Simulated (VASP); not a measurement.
TiO2, 6 atoms in the cell. The structure is tetragonal, space group P4_2/mnm (No. 136). The conventional cell has a = 4.613 Å, b = 4.613 Å, c = 2.962 Å, α = 90.00°, β = 90.00°, γ = 90.00°. Around Ti (site symmetry mmm) lie 6 O at 1.96 to 1.99 Å. O (site symmetry m2m) is surrounded by 3 Ti at 1.96 to 1.99 Å. 

- Program: VASP 6.6.1
- Task: relaxation of cell and atoms
- Functional: rev-vdW-DF2
- Potentials or basis: VASP PAW PBE potentials, release 64 (Ti_sv, O)
- Cutoff: 600 eV
- k mesh: 6 × 6 × 10
- Occupations: gaussian, width 0.03 eV
- Spin: no spin polarisation
- Further INCAR settings: ALGO = Normal; EDIFF = 1e-07; IBRION = 2; EDIFFG = -0.005; NSW = 90; ISIF = 3

Potentials or basis: VASP PAW PBE potentials, release 64 (Ti_sv, O).

The run is started by

```sh
$ cat potpaw_PBE.64/Ti_sv/POTCAR potpaw_PBE.64/O/POTCAR > POTCAR
$ mpirun -np 2 vasp_std > vasp.out
```

Hardware: 2 MPI ranks on Intel(R) Xeon(R) Platinum 8488C (Sapphire Rapids), with other jobs on the host.

Q: How long does it take, and how much memory?

A: It took 2.6 min on 2 MPI ranks on Intel(R) Xeon(R) Platinum 8488C (Sapphire Rapids) (shared host), peak memory 0.48 GiB a rank. Counts: scf iterations 22, k points 60, ion steps 2.
